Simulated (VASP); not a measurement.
Wanted: the native input for a VASP 6.6.1 run.

```yaml
Task: density of states
Functional: PBEsol
Potentials_or_basis: VASP PAW PBE potentials, release 64 (Si)
Cutoff: 520 eV
k_mesh: 12 × 12 × 11
Occupations: gaussian, width 0.02 eV
Spin: no spin polarisation
k_mesh_for_the_DOS: 18 × 18 × 17
Occupations_for_the_DOS: tetrahedron
Further_INCAR_settings: ALGO = Fast; EDIFF = 1e-07; NBANDS = 8
```

Si:

```
Si
1.0
     2.62054    0.00000    0.00000
    -1.31027    2.26946    0.00000
     0.00000    0.00000    2.46635
Si
1
Direct
  0.00000 0.00000 0.00000
```

This isn't the form of Si at room conditions, which is diamond.

The input as run:

POSCAR

```
Si
1.0
    2.6205428149      0.0000000000      0.0000000000
   -1.3102714075      2.2694566494      0.0000000000
    0.0000000000      0.0000000000      2.4663543900
Si
1
Direct
    0.0000000000      0.0000000000      0.0000000000
```

INCAR.step1

```
SYSTEM = Si
PREC = Accurate ; ENCUT = 520
EDIFF = 1E-7 ; ISMEAR = 0
SIGMA = 0.02 ; LREAL = .False.
LASPH = .True. ; NELM = 100
ALGO = Fast ; ISIF = 2
LWAVE = .False. ; LCHARG = .True.
GGA = PS ; NBANDS = 8
```

KPOINTS.step1

```
Automatic mesh
0
Gamma
  12 12 11
  0 0 0
```

INCAR.step2

```
SYSTEM = Si
PREC = Accurate ; ENCUT = 520
EDIFF = 1E-7 ; ISMEAR = -5
SIGMA = 0.02 ; LREAL = .False.
LASPH = .True. ; NELM = 100
ALGO = Fast ; ISIF = 2
LWAVE = .False. ; LCHARG = .False.
GGA = PS ; LORBIT = 10
NBANDS = 8 ; NEDOS = 2001
ICHARG = 11
```

KPOINTS.step2

```
Automatic mesh
0
Gamma
  18 18 17
  0 0 0
```

Potentials or basis: VASP PAW PBE potentials, release 64 (Si).

Run with:

```console
$ cat potpaw_PBE.64/Si/POTCAR > POTCAR
$ cp INCAR.step1 INCAR
$ cp KPOINTS.step1 KPOINTS
$ mpirun -np 1 vasp_std > vasp.out
$ cp INCAR.step2 INCAR
$ cp KPOINTS.step2 KPOINTS
$ mpirun -np 1 vasp_std > vasp.out
```

It gave:

* Valence electrons inside the program's atomic spheres: Si 1.61

It took 25 s on 1 thread of Intel(R) Xeon(R) Platinum 8488C (Sapphire Rapids) (shared host), peak memory 0.14 GiB.
